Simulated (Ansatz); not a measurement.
# In2GaAs3: how the energy converges with the cutoff

In2GaAs3, I-4m2, a = 4.280 Å, c = 18.120 Å. The structure is a Materials Project entry; whether it is the stable form wasn't checked. Ansatz: PBEsol, PAW, cutoff varied, Γ-centred 12×12×12 mesh on 6 atoms, Gaussian smearing 0.10 eV; no spin polarisation. Single points at one geometry, the cutoff alone changed; ΔE is the energy at zero smearing over the run at 850 eV (runs within 0.3 meV/atom of it are left out). The runs up to 380 eV lie under the cutoff recommended for these PAW datasets.

| cutoff (eV) | ΔE (meV/atom) |
| --- | --- |
| 150 | 35746.83 |
| 200 | 6406.62 |
| 250 | 865.83 |
| 300 | 76.97 |
| 350 | 5.09 |
| 380 | 2.09 |
| 420 | ? |
| 460 | 0.63 |

Problem. Assume ΔE falls exponentially with the cutoff, fit y = ln ΔE against x, the cutoff in eV, to the other rows, and predict the missing value.

Solution. y = 10.484, 8.765, 6.764, 4.343, 1.627, 0.737, -0.462. Means x = 298.6, y = 4.6083; Σ(Δx)² = 69486, ΣΔxΔy = -2675; the slope is their ratio. y = 16.10 − 0.03849 x, a factor of ten per 60 eV. At 420 eV this gives ΔE = 0.94 meV/atom. The run gave 1.21, a ratio of 0.78. Between neighbouring rows the decay runs from a factor of ten per 42 eV to one per 169 eV, so one exponential is only a rough guide.